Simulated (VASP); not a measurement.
Write the native input for VASP 6.6.1 that does the following.

- Task: single point
- Functional: r2SCAN
- Potentials or basis: VASP PAW PBE potentials, release 64 (Sr_sv, Cl)
- Cutoff: 520 eV
- k mesh: 6 × 6 × 6
- Occupations: gaussian, width 0.02 eV
- Spin: no spin polarisation
- Dipole correction: no
- Further INCAR settings: ALGO = Normal; EDIFF = 1e-06; NBANDS = 19

SrCl2:

```xyz
3
Lattice="0.0000 3.4997 3.4997 3.4997 0.0000 3.4997 3.4997 3.4997 0.0000" Properties=species:S:1:pos:R:3 pbc="T T T"
Sr    0.0000    0.0000    0.0000
Cl    5.2496    5.2496    5.2496
Cl    1.7499    1.7499    1.7499
```

The cell is a database's computed one.

These files were run (other wordings do the same):

POSCAR

```
SrCl2
1.0
    0.0000000000      3.4997470000      3.4997470000
    3.4997470000      0.0000000000      3.4997470000
    3.4997470000      3.4997470000      0.0000000000
Sr Cl
1 2
Direct
    0.0000000000      0.0000000000      0.0000000000
    0.7500000000      0.7500000000      0.7500000000
    0.2500000000      0.2500000000      0.2500000000
```

INCAR.step1

```
ALGO = Normal ; EDIFF = 1E-4
ENCUT = 520 ; GGA = PE
ISMEAR = 0 ; LASPH = T
LCHARG = F ; LREAL = F
LWAVE = T ; NBANDS = 19
NELM = 100 ; PREC = Accurate
SIGMA = 0.02
```

INCAR.step2

```
ALGO = Normal ; EDIFF = 1E-6
ENCUT = 520 ; ISIF = 2
ISMEAR = 0 ; ISTART = 1
LASPH = T ; LCHARG = F
LMIXTAU = T ; LREAL = F
LWAVE = F ; METAGGA = R2SCAN
NBANDS = 19 ; NELM = 100
PREC = Accurate ; SIGMA = 0.02
```

KPOINTS

```
k-points
0
Gamma
  6 6 6
```

Potentials or basis: VASP PAW PBE potentials, release 64 (Sr_sv, Cl).

Command:

```bash
$ cat potpaw_PBE.64/Sr_sv/POTCAR potpaw_PBE.64/Cl/POTCAR > POTCAR
$ cp INCAR.step1 INCAR
$ mpirun -np 1 vasp_std > vasp.out
$ cp INCAR.step2 INCAR
$ mpirun -np 1 vasp_std > vasp.out
```

It gave:

The pressure is 0.0 GPa and the band gap on the k mesh is 5.93 eV, indirect (least direct gap 5.99 eV).

Caveat: the PAW data sets were made with another functional, which shifts forces and pressure a little.

Run time: 54 s on 1 thread of Intel(R) Xeon(R) 6975P-C (Granite Rapids) (shared host), peak memory 0.26 GiB.
